## Thallium: close contests and clear losers

The densest structure of thallium in this table is not the most stable one. The four-atom cell of space group 194 fills only 28.39 Å³ per atom, less than any other row, yet it lies 13 meV/atom above the two-atom cell with the same space group number. If close packing were all that mattered, this row would look like a mistake. But the table holds two different energy scales: about ten meV per atom for restacking close-packed layers, and a hundred or more for taking away half of an atom's neighbours.

Crystal structures of thallium, with cell and atoms relaxed at zero pressure and energies given relative to the lowest structure. Ansatz 0.2.0, plane-wave DFT with PBEsol and PAW datasets made for PBE, scalar-relativistic, without spin polarization; wave cutoff 420 eV, Gamma-centred k meshes, Gaussian smearing of 0.1 eV.

```csv
found from,space group number,atoms in cell,volume per atom (Å³),over lowest (meV/atom)
database cell,194,2,28.61,0.0
database cell,229,1,28.62,5.0
database cell,166,3,28.54,9.0
database cell,194,4,28.39,13.0
Ti type,191,3,28.91,19.0
W type,223,8,29.05,47.0
changed type,69,2,29.39,49.0
Sn type,191,1,29.81,89.0
Sn type,141,2,30.15,101.0
Ca type,221,1,31.06,147.0
Ga type,64,4,32.93,179.0
Si type,227,2,40.57,445.0
```

The column "over lowest" gives the energy per atom above the best structure, which is hexagonal close packing, hcp (194, two atoms). Body-centred cubic, bcc (229), follows at 5 meV/atom, or about half a kilojoule per mole. Its label "database cell" is misleading: this run started from a trigonal selenium-type cell and relaxed to bcc. The densest row is double hcp, or dhcp, with a longer sequence of the same layers. Far above them stand simple cubic (221) and diamond (227), at 147 and 445 meV/atom.

**Why the dense structures nearly tie.** In hcp and dhcp every atom has twelve nearest neighbours at almost the same distance. The two differ in how the close-packed layers are shifted sideways: in hcp the shift reverses at every layer, in dhcp at every second one. Atoms notice this only through more distant neighbours and through the conduction electrons, so the energy changes little. The packing density changes by less than one per cent, and such a small gain in density does not have to bring a gain in energy. An atom in bcc has only eight nearest neighbours, but six more lie just a little farther away, so bcc too counts as a dense structure. Density does not guarantee a near tie, though. In the tungsten type (223) each atom has twelve or fourteen near neighbours, yet this structure costs 47 meV/atom. Some of those neighbours sit much closer than others, which may be part of the cost.

The three-atom cell of space group 166 supports this picture. Its shape fits a stacking in which the shift reverses at two layers out of three. If the energy depends only on how each shift relates to the next and to the next but one, this structure must cost two thirds as much as dhcp, measured from hcp. That gives about 8.7 meV/atom from the dhcp row alone, against a computed 9. The agreement is closer than the accuracy of the energies warrants, so it shows consistency and no more.

**Why open structures lose.** Thallium has few electrons for bonding, and they are shared among whatever neighbours are present. An atom with fewer neighbours forms shorter, stronger bonds, which repays much of the loss. Simple cubic has half the neighbours of hcp, yet it costs less than a tenth of the energy that holds the metal together, roughly 2 eV per atom as a recalled figure. A simple model captures this compensation. For $Z$ nearest neighbours at distance $d$, let the energy per atom be

$$E=-A\sqrt{Z}\,e^{-qd}+BZ\,e^{-pd}.$$

The first term is bonding, which grows more slowly than the number of neighbours because they compete for the same electrons. The second is repulsion, which adds up neighbour by neighbour and falls off faster with distance, so that $p>q$; $A$ and $B$ are positive constants. At the best distance the two slopes balance, which gives

$$d=\text{const}+\frac{\ln Z}{2(p-q)},\qquad E\propto -Z^{a},$$

where $a$ is positive if more neighbours are to be better.

The one distance tested here follows the model well. The volumes give a nearest distance of 3.43 Å in hcp, taken with its ideal shape, and 3.14 Å in simple cubic. These two rows set the scale, and diamond, with four neighbours, serves as the test. Its bonds should be shorter than those of hcp by $0.29\times\ln 3/\ln 2=0.46$ Å, which puts them at 2.97 Å; the computed value is 2.98 Å.

The energies do not follow it. For any positive $a$, diamond can cost at most $\ln 3/\ln 2$ times as much as simple cubic, or 233 meV/atom. The calculation gives almost twice that. Counting neighbours therefore reproduces the bond length of diamond, but not its high energy.

Chemistry offers the likely reason. Four directed bonds per atom need four valence electrons, as in silicon. Thallium has three, and two of them sit in a deep 6s level that takes little part in bonding. Simple cubic asks for less, because its six neighbours lie along the axes of the p orbitals, where the one remaining electron can be shared. More distant neighbours, which the model ignores, may add to the difference; these energies do not separate the two causes.

**How safe the order is.** The energies are converged to about 4 meV/atom, so two opposite errors could shift a difference by 8. That is more than the lead of hcp over bcc, and this calculation alone cannot settle which of them is lower. The steps of 2 to 6 meV between other neighbouring rows are no safer. An error of 8 meV is, however, less than the 13 meV by which dhcp trails hcp, and far less than the cost of simple cubic or diamond. Spin–orbit coupling is strong in the 6p shell of thallium and is left out here; it could plausibly move the close contests by as much as the gaps themselves. So could the choice of functional, and the use of PBEsol with PAW datasets made for PBE. In nature cold thallium is hcp, which agrees with the computed order but does not make the computed gap accurate.

**What would reverse it.** Heat can do it, because a structure with softer vibrations gains more entropy. Thallium turns from hcp to bcc at roughly 500 K, a recalled figure, where $k_\mathrm{B}T$ is about 43 meV. To make up 5 meV, bcc needs an entropy lead of

$$\Delta S=\frac{5}{43}\,k_\mathrm{B}\approx 0.12\,k_\mathrm{B}\ \text{per atom}.$$

Each atom has three vibrations, and at this temperature each contributes $k_\mathrm{B}\ln(\omega_\mathrm{hcp}/\omega_\mathrm{bcc})$ to the lead, where $\omega$ is the mean frequency. A mean frequency about 4% lower in bcc is therefore enough. The bcc lattice typically resists some shears only weakly, which makes such a softening plausible, though no vibrations were computed here, and the relaxation does not prove that bcc withstands every distortion. Since the gap itself is uncertain by more than its own size, the 4% is a guide to the order of magnitude.

Pressure acts on volume instead. It barely separates hcp from bcc, whose volumes differ by only about 0.01 Å³ per atom, but it favours the denser dhcp. Dividing the energy gap between dhcp and hcp by their volume difference, $13\ \text{meV}/0.22\ \text{Å}^3$, gives a crossing near 10 GPa. This is again an order of magnitude, since it assumes that the small volume difference survives compression and owes nothing to the k meshes, which differ between the two runs. Another dense stacking may win first, such as face-centred cubic, which is absent from the table.

For a similar metal, the first thing to ask is whether two candidates differ in the number of near neighbours, including those just beyond the nearest as in bcc, or only in their arrangement. If only the arrangement differs, a gap of a few meV can be overturned by moderate heat or by the error of the calculation. If many neighbours are lost, the gap is usually much larger, unless the atom has the right number of electrons to fill a few strong bonds.
